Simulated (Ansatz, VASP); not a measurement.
# One calculation of Ta2N, two programs

```xyz
3
Lattice="3.0920 0.0000 0.0000 -1.5460 2.6777 0.0000 0.0000 0.0000 4.8372" Properties=species:S:1:pos:R:3 pbc="T T T"
Ta    0.0000    1.7851    1.2321
Ta    1.5460    0.8926    3.6051
N     0.0000    0.0000    0.0000
```

Change from the starting cell: volume scaled by 0.98.

Alike in both runs: task single point; functional PBE; k mesh 10 × 10 × 6; occupations fermi-dirac, width 0.05 eV; no spin polarisation.

|  | VASP | Ansatz |
| --- | --- | --- |
| version | VASP 6.6.1 | Ansatz 0.2.0 |
| potentials or method | VASP PAW PBE potentials, release 64 (Ta_pv, N) | Ansatz PAW |
| plane-wave cutoff (eV) | 520 | 420 |
| valence electrons in the cell | 27 | 31 |

Ansatz gave:

- gap on the k mesh at the Fermi level (eV): none
- pressure (GPa): 4.6
- largest component of the traceless stress (GPa): 0.97
- rms of the force components (eV/Å): 0.046

**Question.** Which values does VASP return?

**Answer.** gap on the k mesh at the Fermi level (eV): none; pressure (GPa): 5.0; largest component of the traceless stress (GPa): 0.91; rms of the force components (eV/Å): 0.069.

Atom by atom the forces differ by 0.023 eV/Å (rms over components). A gap of «none» marks a metal or a gap that the smearing closes. The two sets of potentials don't hold the same shells in valence.

The runs have no spin-orbit coupling, so splittings on Ta are missing.
